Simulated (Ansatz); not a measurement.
**TaSi2: straining the crystal, a stretch of c alone**

A series on TaSi2: a stretch of c alone, -4 to +4 %; the rest of the cell is held and the atoms relax. Wanted: energy, stress and any gap along the series.

Method: DFT PBEsol, scalar-relativistic, plane waves, PAW, in Ansatz 0.2.0.

2 further runs of the same task are left out: 2 set aside as unsound or not needed.

## 1. Starting point

Symmetry: P6_422, No. 181, hexagonal system. Conventional cell: a = 4.761 Å, b = 4.761 Å, c = 6.556 Å, α = 90.00°, β = 90.00°, γ = 120.00°. Ta (site symmetry 222) has 10 Si at 2.60 to 2.81 Å as nearest neighbours. Si (site symmetry 2) is surrounded by 5 Si at 2.55 to 2.81 Å and 5 Ta at 2.60 to 2.81 Å.

Structure file:

```cif
data_structure
_symmetry_space_group_name_H-M 'P6_422'
_symmetry_Int_Tables_number 181
_cell_length_a 4.7610
_cell_length_b 4.7610
_cell_length_c 6.5561
_cell_angle_alpha 90.000
_cell_angle_beta 90.000
_cell_angle_gamma 120.000
_cell_volume 128.70
loop_
_atom_site_label
_atom_site_type_symbol
_atom_site_symmetry_multiplicity
_atom_site_Wyckoff_symbol
_atom_site_fract_x
_atom_site_fract_y
_atom_site_fract_z
_atom_site_occupancy
Ta1 Ta 3 c 0.50000 0.00000 0.00000 1
Si1 Si 6 i 0.15928 0.31857 0.00000 1
```

It is the result of an earlier relaxation at this level (volume 14.30 Å³/atom; gap on the mesh: none (metal)).

## 2. Zero strain

input.yaml

```yaml
crystal:
  lattice:
    - [4.7609902416, 0.0, 0.0]
    - [-2.3804951208, 4.1231384964, 0.0]
    - [0.0, 0.0, 6.5561430355]
  atoms:
    - { symbol: Ta, position: [0.5, 0.0, 0.0] }
    - { symbol: Ta, position: [0.5, 0.5, 0.6666666667] }
    - { symbol: Ta, position: [0.0, 0.5, 0.3333333333] }
    - { symbol: Si, position: [0.1592827538, 0.3185655076, 0.0] }
    - { symbol: Si, position: [0.8407172462, 0.1592827538, 0.6666666667] }
    - { symbol: Si, position: [0.6814344924, 0.8407172462, 0.3333333333] }
    - { symbol: Si, position: [0.8407172462, 0.6814344924, 0.0] }
    - { symbol: Si, position: [0.1592827538, 0.8407172462, 0.6666666667] }
    - { symbol: Si, position: [0.3185655076, 0.1592827538, 0.3333333333] }
basis:
  ecutwfc: 420
kpoints:
  mp_grid: { grid: [12, 12, 6] }
hamiltonian:
  xc: pbesol
scf:
  occupations: { method: gaussian, width: 0.1 }
output:
  forces: true
  stress: true
  eigenvalues: true
```

The run is started by

```sh
$ ansatz run input.yaml --threads 2 --pin off --max-ram 5120MiB --backend cpu --events-out ev --progress --plain --runs-dir out
```

Further runs follow: At -2.0 %; strain +2.0 %; At -4.0 %; strain +4.0 %.

What does the calculation give? Wanted: (1/V) d²E/dε² at zero strain, cubic fit.

**Answer**, as computed:

| quantity | value |
| --- | --- |
| largest energy cost | 37.1 meV/atom at -4.0 % |
| (1/V) d²E/dε² at zero strain, cubic fit | 472 GPa |

What this shows: From the curvature follows the elastic constant along c at held a and b: 472 GPa. Compression by 4 % costs 37.1 meV/atom and stretching 30.3. The runs treat Ta without spin-orbit coupling.
